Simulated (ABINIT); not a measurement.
# SiO2 (I4_122) in ABINIT: reference runs

How does SiO2 come out in PBE? The cell is run as given and disturbed.

All numbers are computed with ABINIT 10.8.3 (patched build); they aren't measurements. Logs are shortened: lines on timing, memory, paths and dates and some standing lists are left out, and cuts for length are marked. The log counts tension as positive stress, the text compression.

## Step 1: The crystal as given

It takes space group I4_122 (No. 98, tetragonal). Conventional cell: a = 5.676 Å, b = 5.676 Å, c = 11.320 Å, α = 90.00°, β = 90.00°, γ = 90.00°. Around Si (site symmetry 2) lie 4 O at 1.63 to 1.64 Å. O (site symmetry 2) is surrounded by 2 Si at 1.63 Å. O (site symmetry 2) has 2 Si at 1.64 Å as nearest neighbours.

The cell comes from a database or a generator and needn't be the stable form of this composition.

## Step 2: Single point, PBE

Input file run.abi:

```
# Pseudopotentials
pp_dirpath "./"
pseudos "Si.GGA_PBE-JTH.xml, O.GGA_PBE-JTH.xml"

# Structure
acell 3*1.0
rprim
    -5.3628499896     5.3628499896    10.6962467079
     5.3628499896    -5.3628499896    10.6962467079
     5.3628499896     5.3628499896   -10.6962467079
ntypat 2
znucl 14 8
natom 12
typat 1 1 1 1 2 2 2 2 2 2 2 2
xred
     0.8750000000     0.2636180000     0.8886180000
     0.0136180000     0.6250000000     0.8886180000
     0.7363820000     0.1250000000     0.1113820000
     0.3750000000     0.9863820000     0.1113820000
     0.6337270000     0.1337270000     0.5000000000
     0.4678770000     0.9678770000     0.9357540000
     0.0321230000     0.5321230000     0.0642460000
     0.1162730000     0.1162730000     0.0000000000
     0.8837270000     0.8837270000     0.0000000000
     0.8662730000     0.3662730000     0.5000000000
     0.2821230000     0.7178770000     0.0000000000
     0.7178770000     0.2821230000     0.0000000000

# Plane-wave basis
ecut 625.861884 eV
pawecutdg 45.0
pawxcdev 0
pawovlp 30

# k points
kptopt 1
ngkpt 7 7 7
nshiftk 1
shiftk 0.0 0.0 0.0

# Exchange and correlation
ixc 11

# Bands and occupations
nband 40
occopt 3
tsmear 0.05 eV

# SCF cycle
nstep 100
tolvrs 1.0e-9

# Output
iomode 3
prtwf 0
prtden 0
prteig 0
prtebands 0
enunit 2
```

Potentials or basis: JTH PAW PBE v2.0.

Command:

```
$ mpirun --bind-to none -np 4 abinit run.abi > log 2>&1
```

run.abo:

```text
.Version 10.8.3 of ABINIT
 Symmetries : space group I4_1 2 2 (# 98); Bravais tI (body-center tetrag.)
================================================================================
 Values of the parameters that define the memory need of the present run
     intxc =       0    ionmov =       0      iscf =      17    lmnmax =       8
     lnmax =       4     mgfft =      60  mpssoang =       2    mqgrid =    3001
     natom =      12  nloc_mem =       2    nspden =       1   nspinor =       1
    nsppol =       1      nsym =       8    n1xccc =       1    ntypat =       2
    occopt =       3   xclevel =       2
       mpw =        6507          nfft =      216000          nkpt =          40
Pmy_natom=         3
 PAW method is used; the additional fine FFT grid is defined by:
   mgfftf=        80    nfftf =    512000
================================================================================
================================================================================

--------------------------------------------------------------------------------
------------- Echo of variables that govern the present computation ------------
--------------------------------------------------------------------------------
 -outvars: echo values of preprocessed input variables --------
            acell      1.0000000000E+00  1.0000000000E+00  1.0000000000E+00 Bohr
              amu      2.80855000E+01  1.59994000E+01
             ecut      2.30000000E+01 Hartree
           enunit           2
              ixc          11
         kptrlatt        7    0    0      0    7    0      0    0    7
          kptrlen      7.50798999E+01
            natom          12
            nband          40
            ngfft          60      60      60
          ngfftdg          80      80      80
             nkpt          40
            nstep         100
             nsym           8
           ntypat           2
           occopt           3
        pawecutdg      4.50000000E+01 Hartree
          pawovlp      3.0000000000E+01
         pawxcdev           0
           prtden           0
        prtebands           0
           prteig           0
            prtwf           0
            rprim     -5.3628499896E+00  5.3628499896E+00  1.0696246708E+01
                       5.3628499896E+00 -5.3628499896E+00  1.0696246708E+01
                       5.3628499896E+00  5.3628499896E+00 -1.0696246708E+01
          spgroup          98
           tolvrs      1.00000000E-09
           tsmear      1.83746611E-03 Hartree
            typat      1  1  1  1  2  2  2  2  2  2  2  2
           useylm           1
           xangst      7.8676748939E-01  4.2568469971E+00  1.4150524990E+00
                       4.2568469971E+00  7.8676748939E-01 -1.4150524990E+00
                      -1.4189489990E+00  2.0511305087E+00  4.2451574971E+00
                       2.0511305087E+00 -1.4189489990E+00  7.0752624952E+00
                       0.0000000000E+00  2.8378979981E+00  1.5138458043E+00
                       4.0745234023E+00  1.2366254042E+00  2.8301049981E+00
                       1.6012725938E+00 -1.2366254042E+00  2.8301049981E+00
                       1.2569114972E-17 -2.6085292489E-17  1.3162591938E+00
                      -5.0391292090E-16  4.0118390378E-16  1.0004160799E+01
                       4.7000377860E-16  2.8378979981E+00  4.1463641919E+00
                       1.2366254042E+00 -1.2366254042E+00  5.6602099962E+00
                      -1.2366254042E+00  1.2366254042E+00  5.6602099962E+00
            xcart      1.4867750797E+00  8.0442749844E+00  2.6740616770E+00
                       8.0442749844E+00  1.4867750797E+00 -2.6740616770E+00
                      -2.6814249948E+00  3.8760749099E+00  8.0221850309E+00
                       3.8760749099E+00 -2.6814249948E+00  1.3370308385E+01
                       0.0000000000E+00  5.3628499896E+00  2.8607539670E+00
                       7.6997333240E+00  2.3368833344E+00  5.3481233540E+00
                       3.0259666552E+00 -2.3368833344E+00  5.3481233540E+00
                       2.3752184942E-17 -4.9294058718E-17  2.4873693869E+00
                      -9.5225741181E-16  7.5812770426E-16  1.8905124029E+01
                       8.8817841970E-16  5.3628499896E+00  7.8354927409E+00
                       2.3368833344E+00 -2.3368833344E+00  1.0696246708E+01
                      -2.3368833344E+00  2.3368833344E+00  1.0696246708E+01
             xred      8.7500000000E-01  2.6361800000E-01  8.8861800000E-01
                       1.3618000000E-02  6.2500000000E-01  8.8861800000E-01
                       7.3638200000E-01  1.2500000000E-01  1.1138200000E-01
[... 237 lines left out ...]
   10     -0.00000000000000    -0.00000000000000     0.02031383286064
   11      0.11611312418875    -0.11611312418875    -0.00000000000000
   12     -0.11611312418875     0.11611312418875     0.00000000000000
 frms,max,avg= 5.5182977E-02 1.1611312E-01   0.000E+00  0.000E+00  0.000E+00 e/A
 length scales=  1.000000000000  1.000000000000  1.000000000000 bohr
              =  0.529177210544  0.529177210544  0.529177210544 angstroms
 Fermi (or HOMO) energy (hartree) =   0.04875   Average Vxc (hartree)=  -0.29774
 Eigenvalues (hartree) for nkpt=  40  k points:
 kpt#   1, nband= 40, wtk=  0.00292, kpt=  0.0000  0.0000  0.0000 (reduced coord)
  -0.72107   -0.67350   -0.66530   -0.66530   -0.65483   -0.65007   -0.64452   -0.63098
  -0.32057   -0.32057   -0.25959   -0.21874   -0.21874   -0.19064   -0.19064   -0.18838
  -0.14220   -0.12003   -0.10464   -0.09164   -0.09164   -0.07680   -0.07680   -0.07241
  -0.06336   -0.06336   -0.05325   -0.05254   -0.02271   -0.02271   -0.00732    0.00173
   0.17885    0.26747    0.26861    0.32828    0.32828    0.34104    0.34824    0.34976
      occupation numbers for kpt#   1
   2.00000    2.00000    2.00000    2.00000    2.00000    2.00000    2.00000    2.00000
   2.00000    2.00000    2.00000    2.00000    2.00000    2.00000    2.00000    2.00000
   2.00000    2.00000    2.00000    2.00000    2.00000    2.00000    2.00000    2.00000
   2.00000    2.00000    2.00000    2.00000    2.00000    2.00000    2.00000    2.00000
   0.00000    0.00000    0.00000    0.00000    0.00000    0.00000    0.00000    0.00000
 prteigrs : prtvol=0 or 1, do not print more k-points.

 Fermi (or HOMO) energy (eV) =   1.32646   Average Vxc (eV)=  -8.10196
 Eigenvalues (   eV  ) for nkpt=  40  k points:
 kpt#   1, nband= 40, wtk=  0.00292, kpt=  0.0000  0.0000  0.0000 (reduced coord)
 -19.62123  -18.32690  -18.10372  -18.10372  -17.81881  -17.68924  -17.53820  -17.16984
  -8.72316   -8.72316   -7.06370   -5.95234   -5.95234   -5.18763   -5.18763   -5.12602
  -3.86958   -3.26627   -2.84750   -2.49359   -2.49359   -2.08986   -2.08986   -1.97047
  -1.72399   -1.72399   -1.44908   -1.42962   -0.61807   -0.61807   -0.19907    0.04710
   4.86685    7.27814    7.30931    8.93309    8.93309    9.28016    9.47621    9.51738
 prteigrs : prtvol=0 or 1, do not print more k-points.

--- !EnergyTerms
iteration_state     : {dtset: 1, }
comment             : Components of total free energy in Hartree
kinetic             :  6.88059625075699E+01
hartree             :  6.66411484164210E+01
xc                  : -3.36089732510352E+01
Ewald energy        : -7.44642261559785E+01
psp_core            :  2.89517092137072E+00
local_psp           : -1.91705759197667E+02
PAW spherical_terms :  1.57349081834483E+01
internal            : -1.45701768575870E+02
'-kT*entropy'       : -2.66743741674072E-14
total_energy        : -1.45701768575870E+02
total_energy_eV     : -3.96474710144055E+03
...

--- !EnergyTermsDC
iteration_state     : {dtset: 1, }
comment             : '"Double-counting" decomposition of free energy'
band_energy         : -1.65764837169767E+01
Ewald energy        : -7.44642261559785E+01
psp_core            :  2.89517092137072E+00
xc_dc               : -6.21743406977670E+01
PAW spherical_terms :  4.61812068062288E+00
internal            : -1.45701758968729E+02
'-kT*entropy'       : -2.66743741674072E-14
total_energy_dc     : -1.45701758968729E+02
total_energy_dc_eV  : -3.96474684001690E+03
...

--- !EnergyTermsWithPAWCore
iteration_state     : {dtset: 1, }
comment             : 'Components of total free energy, including PAW core contributions'
Total energy        : -1.76279525376081E+03
Total energy DC     : -1.76279524415367E+03
Total energy (eV)   : -4.79681025226675E+04
Total energy DC (eV): -4.79681022612438E+04
...

 Cartesian components of stress tensor (hartree/bohr^3)
  sigma(1 1)=  4.95176372E-05  sigma(3 2)=  0.00000000E+00
  sigma(2 2)=  4.95176372E-05  sigma(3 1)=  0.00000000E+00
  sigma(3 3)=  6.16438395E-05  sigma(2 1)=  0.00000000E+00

-Cartesian components of stress tensor (GPa)         [Pressure= -1.5758E+00 GPa]
- sigma(1 1)=  1.45685919E+00  sigma(3 2)=  0.00000000E+00
- sigma(2 2)=  1.45685919E+00  sigma(3 1)=  0.00000000E+00
- sigma(3 3)=  1.81362437E+00  sigma(2 1)=  0.00000000E+00

== END DATASET(S) ==============================================================
================================================================================

 -outvars: echo values of variables after computation  --------
            acell      1.0000000000E+00  1.0000000000E+00  1.0000000000E+00 Bohr
           etotal     -1.4570175897E+02
            fcart     -1.0523138091E-04 -6.4629953321E-20 -1.0667250966E-20
                      -6.1185877591E-20 -1.0523138091E-04  2.7128148869E-21
                      -5.2937169913E-20  1.0523138091E-04 -6.6515806935E-21
                       1.0523138091E-04 -6.3045621339E-20 -3.4640194353E-21
                      -5.7278163919E-20 -5.7278163919E-20 -3.9504115342E-04
                       2.2580407558E-03  2.2580407558E-03 -1.8282702474E-20
                      -2.2580407558E-03 -2.2580407558E-03  2.4801835761E-20
                      -6.4145143386E-21 -6.4145143386E-21  3.9504115342E-04
                      -1.6569838117E-19 -5.7278163919E-20 -3.9504115342E-04
                      -8.7282125746E-20 -8.7282125746E-20  3.9504115342E-04
                       2.2580407558E-03 -2.2580407558E-03 -4.6659818360E-20
                      -2.2580407558E-03  2.2580407558E-03  3.7624800256E-20
            rprim     -5.3628499896E+00  5.3628499896E+00  1.0696246708E+01
                       5.3628499896E+00 -5.3628499896E+00  1.0696246708E+01
                       5.3628499896E+00  5.3628499896E+00 -1.0696246708E+01
           strten      4.9517637247E-05  4.9517637247E-05  6.1643839547E-05
                       0.0000000000E+00  0.0000000000E+00  0.0000000000E+00
           xangst      7.8676748939E-01  4.2568469971E+00  1.4150524990E+00
                       4.2568469971E+00  7.8676748939E-01 -1.4150524990E+00
                      -1.4189489990E+00  2.0511305087E+00  4.2451574971E+00
                       2.0511305087E+00 -1.4189489990E+00  7.0752624952E+00
                       0.0000000000E+00  2.8378979981E+00  1.5138458043E+00
                       4.0745234023E+00  1.2366254042E+00  2.8301049981E+00
                       1.6012725938E+00 -1.2366254042E+00  2.8301049981E+00
                       1.2569114972E-17 -2.6085292489E-17  1.3162591938E+00
                      -5.0391292090E-16  4.0118390378E-16  1.0004160799E+01
                       4.7000377860E-16  2.8378979981E+00  4.1463641919E+00
                       1.2366254042E+00 -1.2366254042E+00  5.6602099962E+00
                      -1.2366254042E+00  1.2366254042E+00  5.6602099962E+00
             xred      8.7500000000E-01  2.6361800000E-01  8.8861800000E-01
                       1.3618000000E-02  6.2500000000E-01  8.8861800000E-01
                       7.3638200000E-01  1.2500000000E-01  1.1138200000E-01
                       3.7500000000E-01  9.8638200000E-01  1.1138200000E-01
                       6.3372700000E-01  1.3372700000E-01  5.0000000000E-01
                       4.6787700000E-01  9.6787700000E-01  9.3575400000E-01
                       3.2123000000E-02  5.3212300000E-01  6.4246000000E-02
                       1.1627300000E-01  1.1627300000E-01 -2.3813712695E-18
                       8.8372700000E-01  8.8372700000E-01 -1.8099490749E-17
                       8.6627300000E-01  3.6627300000E-01  5.0000000000E-01
                       2.8212300000E-01  7.1787700000E-01 -1.1445662812E-17
                       7.1787700000E-01  2.8212300000E-01 -9.0351992068E-18
 Calculation completed.
```

Run time: 4.4 min. Hardware: 4 MPI ranks of Arm Neoverse V1, shared host; peak memory 1.1 GiB.

Results:

```
Free energy            : -3964.7468 eV
Pressure               : -1.6 GPa
Largest force          : 0.164 eV/Å
Band gap on the k mesh : 4.82 eV, direct
```

Forces on the atoms (eV/Å):
```
Si  -0.005  0.000  0.000
Si   0.000 -0.005  0.000
Si   0.000  0.005  0.000
Si   0.005  0.000  0.000
O    0.000  0.000 -0.020
O    0.116  0.116  0.000
O   -0.116 -0.116  0.000
O    0.000  0.000  0.020
O    0.000  0.000 -0.020
O    0.000  0.000  0.020
O    0.116 -0.116  0.000
O   -0.116  0.116  0.000
```

Stress tensor (GPa, compression positive):
```
-1.46  0.00  0.00
 0.00 -1.46  0.00
 0.00  0.00 -1.81
```

Caveat: an odd mesh through Γ misses points on the zone boundary, where band edges often lie; the atomic spheres overlap.

(Continued in part 2 of 2.)
